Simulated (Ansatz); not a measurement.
A calculation with Ansatz 0.2.0 of Ca (native input, Cartesian positions):

The input input.yaml:

```yaml
crystal:
  lattice:
    - [-2.20283, 2.199078, 2.134415]
    - [2.231753, -2.221274, 2.185744]
    - [2.222613, 2.241057, -2.156702]
  atoms:
    - { symbol: Ca, position_ang: [0.0144615, -0.011098, 2.1600795] }
hamiltonian:
  xc: { exchange: pbe, correlation: none }
  pseudopotentials: { kind: nc, source: spms }
  dispersion: d3bj
kpoints:
  mp_grid: { grid: [7, 7, 7] }
scf:
  occupations: { method: fermi_dirac, width: 0.05 }
output:
  forces: true
  stress: true
  eigenvalues: true
  xc_energy_on_converged_density: [lda, pbe, pbesol, rpbe, revpbe, blyp, r2scan]
```

Potentials or basis: SPMS NC.

The run is started by

```bash
$ ansatz run input.yaml --threads 1 --pin off --max-ram 2560MiB --backend cpu --events-out ev --progress --plain --runs-dir out
```

The cell isn't the ideal one: cell strained at random at fixed volume.

This isn't the form of Ca at room conditions, which is fcc.

**Question.** Write the same calculation in another form: native input, structure typed inline.

**Answer.** As run:

File input.yaml:

```yaml
crystal:
  lattice:
    - [-2.20283, 2.199078, 2.134415]
    - [2.231753, -2.221274, 2.185744]
    - [2.222613, 2.241057, -2.156702]
  atoms:
    - { symbol: Ca, position: [0.5, 0.5, 0.0] }
hamiltonian:
  xc: { exchange: pbe, correlation: none }
  pseudopotentials: { kind: nc, source: spms }
  dispersion: d3bj
kpoints:
  mp_grid: { grid: [7, 7, 7] }
scf:
  occupations: { method: fermi_dirac, width: 0.05 }
output:
  forces: true
  stress: true
  eigenvalues: true
  xc_energy_on_converged_density: [lda, pbe, pbesol, rpbe, revpbe, blyp, r2scan]
```

Potentials or basis: SPMS NC.

Run with:

```bash
$ ansatz run input.yaml --threads 1 --pin off --max-ram 2560MiB --backend cpu --events-out ev --progress --plain --runs-dir out
```

Both were run:

|  | native input, Cartesian positions | native input, structure typed inline |
| --- | --- | --- |
| Pressure | 1.3 GPa | 1.3 GPa |
| Band gap on the k mesh | none (metal or under the smearing width) | none (metal or under the smearing width) |

Keys that steer only the numerical path or the files written may differ.

Caveat: the potentials were made for another functional, which shifts forces and pressure; pairwise dispersion overbinds metals, which lowers pressure and volume; the dispersion damping was fitted for another functional or another form of the correction.
